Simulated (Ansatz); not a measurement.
# Co: a slab and its surfaces, (0001), 7 layers, part 2 of 3

What do the surfaces of Co (0001), 7 layers cost, and how tightly do they hold an electron? The runs shown use PAW. Its runs: bulk cell relaxed (PAW); bulk in the slab's orientation (PAW); the reference run (PAW); atoms relaxed (PAW).

Ansatz 0.2.0; DFT PBE; a cell built from a prototype (hcp type), not taken from measurement. Earlier steps stand in the parts before.

## 6. Slab as cut, PAW

The input, input.yaml:

```yaml
crystal:
  lattice:
    - [2.4930397862, 0.0, 0.0]
    - [-1.2465198931, 2.1590357875, 0.0]
    - [0.0, 0.0, 28.1108]
  atoms:
    - { symbol: Co, position: [0.0, 0.0, 0.2845883337], spin: 1.7 }
    - { symbol: Co, position: [0.333333334, 0.666666666, 0.3563922225], spin: 1.7 }
    - { symbol: Co, position: [0.0, 0.0, 0.4281961112], spin: 1.7 }
    - { symbol: Co, position: [0.333333334, 0.666666666, 0.5], spin: 1.7 }
    - { symbol: Co, position: [0.0, 0.0, 0.5718038888], spin: 1.7 }
    - { symbol: Co, position: [0.333333334, 0.666666666, 0.6436077775], spin: 1.7 }
    - { symbol: Co, position: [0.0, 0.0, 0.7154116663], spin: 1.7 }
magnetization:
  spin_polarized: true
kpoints:
  mp_grid: { grid: [15, 15, 1] }
scf:
  occupations: { method: fermi_dirac, width: 0.1 }
hamiltonian:
  xc: pbe
  pseudopotentials: { kind: paw }
output:
  forces: true
  stress: true
  eigenvalues: true
  populations: true
efield:
  axis: 3
  amplitude: 0
  dipole_correction: true
```

Launch:

```
$ ansatz run input.yaml --threads 4 --pin off --max-ram 12288MiB --backend cpu --events-out ev --progress --plain --runs-dir out
```

The log of the run:

```text
Engine: ansatz 0.2.0
Pseudopotentials: kind: paw
Pseudopotential: Co, paw, valence charge 17, recommended cutoff 420 eV (normal)
Functional definition: PBE
  parameter kappa = 0.804
  parameter beta = 0.06672455060314922
  exchange = pbe_x(kappa = kappa, mu = beta*pi^2/3)
  correlation = pbe_c(beta = beta)
Crystal: 7 atoms, lattice volume = 151.308 Å³
Basis set: ecut = 420 eV, 2883 PW (Γ), exchange–correlation on 36×36×384 points (8 copies of the dense FFT grid, shifted against one another)
Bands: 79, of which v1, the nominal top of the filled ones, is band 60 counted from 1 (59 counted from 0)
Symmetry: 6 space group operations
k-points: 27 of 225 (time reversal used)
Non-local potential: Co, projectors of the file, l = 0: 3, l = 1: 2, l = 2: 3, l = 3: 1
PAW form: soft (Blöchl's): semilocal exchange-correlation on the pseudo side does not see the compensation charge
PAW one-centre angular grid: Co, 590 points (default); XC on 64 Gauss nodes
Initial density: superposition of atomic densities (neutral atoms: chi_scale 0, normalization atom)
Starting moments: Σ|m| = 11.9 μB on 7 of 7 sites
Initial wavefunctions: pseudopotential atomic-orbital guess
Functional: x = pbe(κ = 0.804, μ = 0.2195149727645171), c = pbe(β = 0.06672455060314922)
SCF iter   1: F=—  HF=-35878.955361 eV  |F-HF|=—  |Δ(HF+E_count)|=         —  Δρ=7.36e-2 (↑1.81e-2 ↓7.36e-2)  dr2=1.26e1  dr2_m=1.93e0  M=12.233 μB ∫|m|=12.650 μB  β_m=1.00  ethr=3.10e-3  p=0.000 e·Å  D=8.81e-14 V/Å  ΔV_dip=-0.00 eV  dr2_dipole=2.16e-7  V_vac-E_F(+/−)=7.59/7.59 eV  ⟨swp⟩=9.3  Hψ=19806  notcnv=0  defer=89
Mixer restart at iter 1: flushing history
efield: sawtooth ramp at fractional position 0.9500 (placed from the atoms, in the widest stretch of the axis that holds none; the zero of the levels goes with the place), width 0.1000; the density the first Hamiltonian is built on has a dipole p = 0.000 e·Å; the dipole correction subtracts the counter field D = 8.81e-14 V/Å, which shifts the + side's vacuum level by -0.00 eV against the − side's; the planar-averaged density in the ramp window peaks in size at 4.0e-6 e/Å³
preconditioner: auto → LDOS  [metal: Δε(μ)=0.023 eV  Ē_g=7.610 eV  σ=0.100 eV  W_gap=0.06  n_scr=22 (ndim 8)  ℏωp=24.0 eV  f_vac=0.454  D(μ)=7.16/eV (n_scr^D=44)]
spin=Collinear: LDOS preconditioning applied to the charge; magnetization (m = ρ↑ − ρ↓) channel mixes plain (no charge-response kernel on spin).
SCF iter   2: F=—  HF=-35877.056123 eV  |F-HF|=—  |Δ(HF+E_count)|=    1.90e0  Δρ=1.79e-2 (↑1.79e-2 ↓8.54e-3)  dr2=6.40e-1  dr2_m=1.81e-1  M=12.168 μB ∫|m|=13.112 μB  β_m=0.32  ethr=3.10e-3  p=-0.000 e·Å  D=-1.38e-5 V/Å  ΔV_dip=0.00 eV  dr2_dipole=1.65e-7  V_vac-E_F(+/−)=6.55/6.55 eV  ⟨swp⟩=2.7  Hψ=7491  notcnv=0  defer=216
density mixer auto → msr1: a metal under ldos (density of states about μ 2.96 of a free-electron gas's, 22 screened modes)
SCF iter   3: F=—  HF=-35879.227240 eV  |F-HF|=—  |Δ(HF+E_count)|=    2.17e0  Δρ=7.79e-3 (↑7.79e-3 ↓6.80e-3)  dr2=1.36e-1  dr2_m=5.59e-2  M=11.972 μB ∫|m|=13.022 μB  β_m=0.48  ethr=5.38e-4  p=-0.000 e·Å  D=-2.58e-5 V/Å  ΔV_dip=0.00 eV  dr2_dipole=1.51e-7  V_vac-E_F(+/−)=6.02/6.02 eV  ⟨swp⟩=2.8  Hψ=7184  notcnv=0  defer=212
SCF iter   4: F=—  HF=-35881.216716 eV  |F-HF|=—  |Δ(HF+E_count)|=    1.99e0  Δρ=6.98e-3 (↑6.08e-3 ↓6.98e-3)  dr2=1.53e-1  dr2_m=2.05e-2  M=11.769 μB ∫|m|=12.910 μB  β_m=0.52  ethr=1.14e-4  p=-0.000 e·Å  D=-1.25e-5 V/Å  ΔV_dip=0.00 eV  dr2_dipole=1.42e-7  V_vac-E_F(+/−)=5.39/5.39 eV  ⟨swp⟩=2.9  Hψ=8777  notcnv=0  defer=211
SCF iter   5: F=—  HF=-35881.618281 eV  |F-HF|=—  |Δ(HF+E_count)|=   4.02e-1  Δρ=3.16e-3 (↑3.16e-3 ↓2.52e-3)  dr2=3.87e-2  dr2_m=9.51e-4  M=11.693 μB ∫|m|=12.814 μB  β_m=0.67  ethr=1.14e-4  p=-0.000 e·Å  D=-9.10e-6 V/Å  ΔV_dip=0.00 eV  dr2_dipole=7.21e-8  V_vac-E_F(+/−)=5.23/5.23 eV  ⟨swp⟩=2.2  Hψ=7780  notcnv=0  defer=229
SCF iter   6: F=—  HF=-35881.701316 eV  |F-HF|=—  |Δ(HF+E_count)|=   8.30e-2  Δρ=1.97e-3 (↑1.97e-3 ↓1.30e-3)  dr2=1.11e-2  dr2_m=4.43e-4  M=11.659 μB ∫|m|=12.798 μB  β_m=0.77  ethr=3.25e-5  p=-0.000 e·Å  D=-1.07e-8 V/Å  ΔV_dip=0.00 eV  dr2_dipole=1.65e-7  V_vac-E_F(+/−)=5.13/5.13 eV  ⟨swp⟩=2.6  Hψ=8983  notcnv=0  defer=243
SCF iter   7: F=—  HF=-35881.718028 eV  |F-HF|=—  |Δ(HF+E_count)|=   1.67e-2  Δρ=8.31e-4 (↑7.85e-4 ↓8.31e-4)  dr2=3.55e-3  dr2_m=7.01e-5  M=11.630 μB ∫|m|=12.788 μB  β_m=0.62  ethr=9.32e-6  p=-0.000 e·Å  D=-9.30e-7 V/Å  ΔV_dip=0.00 eV  dr2_dipole=6.60e-8  V_vac-E_F(+/−)=5.04/5.04 eV  ⟨swp⟩=2.2  Hψ=8077  notcnv=0  defer=250
SCF iter   8: F=—  HF=-35881.716808 eV  |F-HF|=—  |Δ(HF+E_count)|=   1.22e-3  Δρ=2.37e-4 (↑1.51e-4 ↓2.37e-4)  dr2=1.20e-4  dr2_m=1.90e-5  M=11.628 μB ∫|m|=12.790 μB  β_m=0.67  ethr=2.98e-6  p=0.000 e·Å  D=8.31e-7 V/Å  ΔV_dip=-0.00 eV  dr2_dipole=8.06e-10  V_vac-E_F(+/−)=5.01/5.01 eV  ⟨swp⟩=3.0  Hψ=8243  notcnv=0  defer=260
SCF iter   9: F=—  HF=-35881.717141 eV  |F-HF|=—  |Δ(HF+E_count)|=   3.34e-4  Δρ=1.88e-4 (↑1.32e-4 ↓1.88e-4)  dr2=8.19e-5  dr2_m=7.18e-6  M=11.630 μB ∫|m|=12.793 μB  β_m=0.65  ethr=1.01e-7  p=-0.000 e·Å  D=-2.33e-7 V/Å  ΔV_dip=0.00 eV  dr2_dipole=5.03e-9  V_vac-E_F(+/−)=5.00/5.00 eV  ⟨swp⟩=2.5  Hψ=7680  notcnv=0  defer=258
SCF iter  10: F=—  HF=-35881.717183 eV  |F-HF|=—  |Δ(HF+E_count)|=   4.23e-5  Δρ=8.71e-5 (↑4.83e-5 ↓8.71e-5)  dr2=2.32e-5  dr2_m=1.40e-6  M=11.630 μB ∫|m|=12.794 μB  β_m=0.64  ethr=6.88e-8  p=0.000 e·Å  D=4.92e-7 V/Å  ΔV_dip=-0.00 eV  dr2_dipole=8.96e-9  V_vac-E_F(+/−)=5.00/5.00 eV  ⟨swp⟩=2.0  Hψ=6261  notcnv=0  defer=257
SCF iter  11: F=—  HF=-35881.717203 eV  |F-HF|=—  |Δ(HF+E_count)|=   1.93e-5  Δρ=2.66e-5 (↑2.66e-5 ↓1.92e-5)  dr2=1.78e-6  dr2_m=1.10e-7  M=11.631 μB ∫|m|=12.795 μB  β_m=0.56  ethr=1.95e-8  p=-0.000 e·Å  D=-3.50e-7 V/Å  ΔV_dip=0.00 eV  dr2_dipole=2.55e-9  V_vac-E_F(+/−)=5.00/5.00 eV  ⟨swp⟩=2.5  Hψ=7636  notcnv=0  defer=256
SCF iter  12: F=—  HF=-35881.717203 eV  |F-HF|=—  |Δ(HF+E_count)|=   3.89e-8  Δρ=8.51e-6 (↑3.34e-6 ↓8.51e-6)  dr2=1.43e-7  dr2_m=2.31e-8  M=11.631 μB ∫|m|=12.795 μB  β_m=0.58  ethr=1.50e-9  p=0.000 e·Å  D=1.25e-7 V/Å  ΔV_dip=-0.00 eV  dr2_dipole=3.25e-10  V_vac-E_F(+/−)=5.00/5.00 eV  ⟨swp⟩=3.0  Hψ=8091  notcnv=0  defer=256
SCF iter  13: F=—  HF=-35881.717203 eV  |F-HF|=—  |Δ(HF+E_count)|=   1.29e-7  Δρ=3.30e-6 (↑2.27e-6 ↓3.30e-6)  dr2=1.50e-8  dr2_m=6.33e-9  M=11.631 μB ∫|m|=12.795 μB  β_m=0.77  ethr=1.20e-10  p=-0.000 e·Å  D=-1.46e-7 V/Å  ΔV_dip=0.00 eV  dr2_dipole=9.65e-10  V_vac-E_F(+/−)=5.00/5.00 eV  ⟨swp⟩=2.2  Hψ=6846  notcnv=0  defer=256
SCF iter  14: F=-35881.717203 eV  HF=-35881.717203 eV  |F-HF|=3.13e-8  |Δ(HF+E_count)|=   1.15e-7  Δρ=3.57e-6 (↑2.59e-6 ↓3.57e-6)  dr2=3.82e-8  dr2_m=1.63e-9  M=11.631 μB ∫|m|=12.795 μB  ethr=1.26e-11  p=0.000 e·Å  D=4.23e-7 V/Å  ΔV_dip=-0.00 eV  dr2_dipole=1.66e-9  V_vac-E_F(+/−)=5.00/5.00 eV  ⟨swp⟩=11.6  Hψ=22737  notcnv=0
SCF 1 converged in 14 iterations: F = -35881.717203 eV  dr2 = 3.82e-8
SCF converged after 14 iterations
Magnetization: 11.6315 μB (65.3157 up, 53.6843 down)
Absolute magnetization: 12.7991 μB (∫|ρ↑−ρ↓|, with the PAW one-centre terms)
Spin contamination: 0.2305 ħ² per cell (⟨S²⟩ above its minimum at these occupations)
Per-site moments (μB) at R_I (Å): [(1.8067563667604216, 1.0226297726033815), (1.7302421013676927, 1.0226297716592683), (1.6830184558818393, 1.0226297716592683), (1.698873511585797, 1.0226297726033808), (1.6830241110159898, 1.0226297716592683), (1.7302508200119378, 1.0226297716592683), (1.8067618699751424, 1.0226297726033815)]
Free energy (F): -35881.717203 eV
Harris-Foulkes:  -35881.717203 eV  (|F-HF|=3.13e-8)
Internal energy: -35881.495002 eV  (E = F + TS)
E sigma→0 (E₀):  -35881.606102 eV
Entropy (-TS):   -0.222201 eV (-31.743 meV/atom)
Fermi energy:    6.984911 eV
Dipole field:    D = 0.000063 V/Å  (p = 0.000053 e·Å, saw-weighted, corrected)
Work function:   Φ+ = 4.9957 eV   Φ− = 4.9975 eV
Levels:          The Fermi level and band energies are counted from a zero that moves with the ramp; work functions are not
--- Per-component energies (eV) ---
  E_band       = -3097.230003
  E_kinetic    = 3170.743822
  E_local      = -300051.407880  (includes V_loc(G=0)·N_el)
  E_nonlocal   = 3183.552613
  E_hartree    = 147728.250388
  E_xc         = -1109.686404
  E_vxc        = -1431.672367  (∫ρ·V_xc dr)
  E_paw        = -10609.089551  (= ΣΔE_a)
  E_vpaw       = -3424.902580  (= ΣTr[D̂ρ^β])
  E_aug_tail   = 0.000570  (compensation charges beyond the density's cutoff)
  E_efield     = 0.000000  (sawtooth field / dipole correction)
  E_vefield    = 0.000000  (∫n·V_field dr)
  E_ewald      = 121806.141440
  E_smearing   = -0.222201  (= −TS)
  E_closure    = -0.000000  (closes the sum)
  Σ components = -35881.717203   (vs F -35881.717203, Δ=0.00e0)
--- Forces (eV/Å), atoms counted from 1 ---
  atom   1  Co     0.00000000     0.00000000     0.29925611
  atom   2  Co    -0.00000000    -0.00000000    -0.37952985
  atom   3  Co     0.00000000     0.00000000     0.10001596
  atom   4  Co    -0.00000000    -0.00000000     0.00001511
  atom   5  Co    -0.00000000     0.00000000    -0.10000568
  atom   6  Co     0.00000000    -0.00000000     0.37951814
  atom   7  Co    -0.00000000     0.00000000    -0.29928433
  max |Σ_I F_I| component: 1.45e-5 eV/Å
--- Stress (GPa, compression-positive) ---
       -1.828416       0.000000       0.000000
        0.000000      -1.828416       0.000000
        0.000000       0.000000      -1.017443
  P = ⅓ Tr σ = -1.5581 GPa (-15.581 kbar)
--- Band table (eV; the first three rows and the last of 54) ---
  k-point 0 ↑: bands = ["-89.1378", "-89.1377", "-89.0823", "-89.0542", "-89.0407", "-89.0329", "-89.0327", "-52.5146", "-52.5022", "-52.4217", "-52.3504", "-52.3150", "-52.2526", "-52.2489", "-52.2489", "-52.2487", "-52.2487", "-52.1997", "-52.1997", "-52.1881", "-52.1778", "-52.1778", "-52.1654", "-52.1654", "-52.1224", "-52.1224", "-52.1224", "-52.1224", "-1.8769", "-1.3758", "-0.5593", "0.4127", "1.2537", "1.6693", "1.7781", "4.0620", "4.0649", "4.1758", "4.2658", "4.2658", "4.2820", "4.2820", "4.2964", "4.3247", "4.3247", "4.3859", "4.3859", "4.4168", "4.5203", "4.5203", "4.6145", "4.6145", "4.6711", "4.6711", "5.1080", "5.1080", "5.3004", "5.3004", "5.3751", "5.5626", "5.5626", "5.8104", "5.8104", "5.9580", "5.9580", "6.0502", "6.0502", "6.1184", "6.1184", "6.6027", "7.0033", "11.6083", "11.8157", "12.7061", "13.9137", "14.1756", "15.8538", "16.2296", "18.3740"]
  k-point 1 ↑: bands = ["-89.1362", "-89.1360", "-89.0805", "-89.0528", "-89.0395", "-89.0315", "-89.0313", "-52.5107", "-52.4991", "-52.4201", "-52.3514", "-52.3168", "-52.2599", "-52.2578", "-52.2530", "-52.2516", "-52.2514", "-52.2084", "-52.2027", "-52.1939", "-52.1822", "-52.1802", "-52.1745", "-52.1673", "-52.1323", "-52.1322", "-52.1248", "-52.1248", "-1.7219", "-1.2247", "-0.4144", "0.5503", "1.3840", "1.7850", "1.8791", "3.9677", "4.0285", "4.1361", "4.1498", "4.1802", "4.2477", "4.2701", "4.3275", "4.3412", "4.3673", "4.3922", "4.4384", "4.4458", "4.5303", "4.5809", "4.5908", "4.6339", "4.6734", "4.7360", "4.9974", "5.0744", "5.1366", "5.2635", "5.2784", "5.5274", "5.5464", "5.6225", "5.7474", "5.8013", "5.9588", "6.0097", "6.0599", "6.1350", "6.4048", "7.1469", "7.6215", "11.7458", "11.9584", "12.8319", "14.0442", "14.2545", "15.9862", "16.3364", "18.5074"]
  k-point 2 ↑: bands = ["-89.1314", "-89.1313", "-89.0753", "-89.0488", "-89.0364", "-89.0275", "-89.0274", "-52.4997", "-52.4904", "-52.4162", "-52.3569", "-52.3244", "-52.2818", "-52.2811", "-52.2650", "-52.2593", "-52.2591", "-52.2310", "-52.2161", "-52.2110", "-52.1983", "-52.1887", "-52.1869", "-52.1727", "-52.1596", "-52.1591", "-52.1316", "-52.1316", "-1.2678", "-0.7846", "0.0025", "0.9382", "1.7458", "2.1032", "2.1523", "3.7614", "3.7681", "3.9660", "4.0047", "4.0121", "4.1054", "4.1468", "4.2794", "4.3568", "4.4277", "4.4942", "4.4994", "4.5672", "4.5780", "4.6079", "4.6309", "4.6902", "4.7521", "4.8095", "4.9213", "4.9494", "5.0322", "5.0499", "5.2445", "5.2764", "5.4899", "5.5137", "5.7801", "5.8148", "5.9599", "6.0825", "6.1744", "6.3070", "7.0433", "8.0192", "8.6922", "12.1532", "12.3859", "13.2016", "14.4344", "14.5115", "16.3851", "16.6627", "18.9071"]
  k-point 26 ↓: bands = ["-86.9763", "-86.9763", "-86.9574", "-86.9574", "-86.9503", "-86.8190", "-86.8189", "-50.4079", "-50.4067", "-50.3919", "-50.3918", "-50.3819", "-50.3809", "-50.3559", "-50.3531", "-50.3253", "-50.3069", "-50.2955", "-50.2861", "-50.2492", "-50.2207", "-50.2119", "-50.2079", "-50.2079", "-50.1854", "-50.1829", "-50.1155", "-50.1153", "4.0212", "4.1222", "4.1363", "4.1558", "4.2389", "4.2913", "4.3018", "4.3096", "4.3449", "4.3761", "4.3767", "4.7363", "4.7708", "5.2755", "5.3396", "5.4132", "5.5239", "5.5398", "5.8466", "5.8478", "6.0226", "6.0238", "6.6491", "6.6567", "6.8071", "7.1467", "7.5725", "7.7738", "7.7813", "7.9160", "7.9296", "7.9665", "7.9688", "8.0406", "8.0483", "12.4007", "12.9586", "13.0066", "13.0157", "13.0845", "13.1411", "13.1987", "13.6249", "13.6375", "13.7880", "14.7830", "15.9094", "16.5862", "16.6593", "17.1649", "17.4734"]
--- Löwdin populations: 7 sites ---
  site symbol       q [e]    m [muB]
     0     Co     16.7894     1.8073
     1     Co     16.7743     1.7233
     2     Co     16.7845     1.6748
     3     Co     16.7771     1.6906
     4     Co     16.7845     1.6748
     5     Co     16.7743     1.7234
     6     Co     16.7894     1.8073
  spilling = 0.012828 (of n_electrons = 119.000000)
```

Run time: 68 s. Hardware: 4 threads of Arm Neoverse N1, shared host; peak memory 0.85 GiB.

Read from it: no gap; largest force 0.380 eV/Å; spin moments Co1 1.81, Co2 1.73, Co3 1.68, Co4 1.70 μB; work function 5.00 eV.

## 7. Atoms relaxed, PAW

input.yaml, as its differences from that of step 6:

```diff
@@ -26,3 +26,5 @@
   eigenvalues: true
-  populations: true
+relax:
+  f_tol: 0.01
+  max_steps: 40
 efield:
```

Launch:

```
$ ansatz run input.yaml --threads 4 --pin off --max-ram 12288MiB --backend cpu --events-out ev --progress --plain --runs-dir out
```

The log of the run, shortened:

```text
Warning: output.stress: scf.convergence.dr2_threshold = 1e-7 eV (the SCF's general default) is looser than the 7e-10 eV advised for a printed stress (1e-10 eV for each atom of the cell: 7). What an SCF threshold leaves in a stress goes as its square root, and in the free energy as the [...]
Pseudopotentials: kind: paw
Pseudopotential: Co, paw, valence charge 17, recommended cutoff 420 eV (normal)
Functional definition: PBE
[...]
Crystal: 7 atoms, lattice volume = 151.308 Å³
[...]
spin=Collinear: LDOS preconditioning applied to the charge; magnetization (m = ρ↑ − ρ↓) channel mixes plain (no charge-response kernel on spin).
[...]
density mixer auto → msr1: a metal under ldos (density of states about μ 2.87 of a free-electron gas's, 22 screened modes)
SCF iter   3: F=—  HF=-35881.736731 eV  |F-HF|=—  |Δ(HF+E_count)|=   1.93e-5  Δρ=5.36e-4 (↑5.36e-4 ↓3.17e-4)  dr2=1.27e-3  dr2_m=1.08e-4  M=11.608 μB ∫|m|=12.760 μB  β_m=0.48  ethr=4.23e-6  p=0.000 e·Å  D=9.23e-7 V/Å  ΔV_dip=-0.00 eV  dr2_dipole=8.02e-10  V_vac-E_F(+/−)=4.94/4.94 eV  [...]
```

[end of part 2 of 3]
